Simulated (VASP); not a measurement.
# C₂H₄O₂: harmonic vibrations of a molecule

C₂H₄O₂, molecule in box, 8 atoms in the cell. RevPBE with D3(BJ), harmonic vibrations; PAW potentials O, C, H (PBE set).

## Input

INCAR.step1:
```
SYSTEM = H2CO
PREC     = Accurate       ! precision mode
ENCUT    = 400            ! plane-wave cutoff, eV
EDIFF    = 1E-8           ! SCF threshold, eV
ISMEAR   = 0              ! smearing method
SIGMA    = 0.01           ! smearing width, eV
ISYM     = 0            
LREAL    = .FALSE.        ! projectors in reciprocal space
LASPH    = .TRUE.         ! aspherical terms in the spheres
NELM     = 100            ! most SCF steps
ALGO     = Normal         ! electronic algorithm
LWAVE    = .FALSE.        ! write WAVECAR
LCHARG   = .FALSE.        ! write CHGCAR
GGA      = RE             ! functional
IVDW     = 12             ! dispersion correction
IBRION   = 2              ! ionic algorithm
NSW      = 60             ! ionic steps
ISIF     = 2              ! what is computed and relaxed
EDIFFG   = -0.002         ! ionic threshold
POTIM    = 0.5            ! step
```

INCAR.step2, as INCAR.step1 but for:
```
- IBRION = 2
- NSW = 60
- ISIF = 2
- EDIFFG = -0.002
- POTIM = 0.5
+ IBRION = 5
+ NFREE = 2
+ POTIM = 0.015
+ NSW = 1
```

KPOINTS:
```
k-points
0
Gamma
  1 1 1
```

POSCAR.step1:
```
H2CO
1.0
   12.0000000000      0.0000000000      0.0000000000
    0.0000000000     12.0000000000      0.0000000000
    0.0000000000      0.0000000000     12.0000000000
O C H
2 2 4
Direct
    0.4478041700      0.4850958300      0.3916875000
    0.4385958300      0.4357375000      0.6079708300
    0.5197541700      0.5248375000      0.4490458300
    0.5246458300      0.5039375000      0.5719041700
    0.5857208300      0.5787458300      0.4135291700
    0.6068208300      0.4674125000      0.5905208300
    0.5230208300      0.5855375000      0.6139791700
    0.3953458300      0.4179625000      0.5421458300
```

Commands (each step's output is kept before the next begins):
```
cat potpaw_PBE.64/O/POTCAR potpaw_PBE.64/C/POTCAR potpaw_PBE.64/H/POTCAR > POTCAR
cp INCAR.step1 INCAR
cp POSCAR.step1 POSCAR
mpirun -np 4 vasp_gam > vasp.out
cp CONTCAR POSCAR
cp INCAR.step2 INCAR
mpirun -np 4 vasp_gam > vasp.out
```

## Result

- Vibrations (cm⁻¹; a negative value is imaginary): 3563, 2917, 2906, 2851, 1716, 1418, 1383, 1338, 1251, 1204, 1089, 1048, 844, 734, 679, 425, 265, 227
- Zero-point energy (eV): 1.603
- Translations and rotations, which should read zero (cm⁻¹): -20, -12, -1, 10, 18, 23
- Vibrational entropy at 298 K (meV/K): 0.237
- Displaced cells: 48
- Ionic steps, all stages: 96
- Electronic steps, all stages: 1532

VASP 6.6.1 took 2022 s on 4 cores (AMD EPYC 7R13 (Zen 3)), a shared host.
